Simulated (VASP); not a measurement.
Write the native input for VASP 6.6.1 that does the following.

* Task: relaxation of cell and atoms
* Functional: PBEsol
* Potentials or basis: VASP PAW PBE potentials, release 64 (Hg, Se)
* Cutoff: 600 eV
* k mesh: 12 × 12 × 12
* Occupations: gaussian, width 0.1 eV
* Spin: no spin polarisation
* Dipole correction: no
* Further INCAR settings: ALGO = Fast; EDIFF = 1e-06; IBRION = 2; EDIFFG = -0.005; NSW = 100; ISIF = 3

The structure of HgSe lies in POSCAR:

```
HgSe
1.0
    0.0000000000      3.0390000000      3.0390000000
    3.0390000000      0.0000000000      3.0390000000
    3.0390000000      3.0390000000      0.0000000000
Hg Se
1 1
Direct
    0.0000000000      0.0000000000      0.0000000000
    0.2500000000      0.2500000000      0.2500000000
```

One way to write it, as run:

INCAR

```
SYSTEM = HgSe
PREC = Accurate
ENCUT = 600
EDIFF = 1E-6
ISMEAR = 0
SIGMA = 0.1
LREAL = .FALSE.
LASPH = .TRUE.
NELM = 100
ALGO = Fast
ISIF = 3
LWAVE = .FALSE.
LCHARG = .FALSE.
GGA = PS
IBRION = 2
NSW = 100
EDIFFG = -0.005
```

KPOINTS

```
Automatic mesh
0
G
  12 12 12
  0 0 0
```

Potentials or basis: VASP PAW PBE potentials, release 64 (Hg, Se).

The run is started by

```bash
$ cat potpaw_PBE.64/Hg/POTCAR potpaw_PBE.64/Se/POTCAR > POTCAR
$ mpirun -np 1 vasp_std > vasp.out
```

Results of the run:

```
Relaxed volume                         : 29.00 Å³/atom
Relaxed cell                           : a = 4.345 Å, b = 4.345 Å, c = 4.345 Å, α = 60.00°, β = 60.00°, γ = 60.00°
Space group after relaxing (to 0.05 Å) : F-43m (No. 216)
Energy gained by relaxing              : 5.3 meV/atom
Ionic steps                            : 7
Pressure after relaxing                : 0.0 GPa
Band gap on the k mesh                 : none (metal or under the smearing width)
```

Caveat: the PAW data sets were made with another functional, which shifts forces and pressure a little.

Run time: 120 s on 1 thread of Intel(R) Xeon(R) 6975P-C (Granite Rapids) (shared host), peak memory 0.26 GiB.
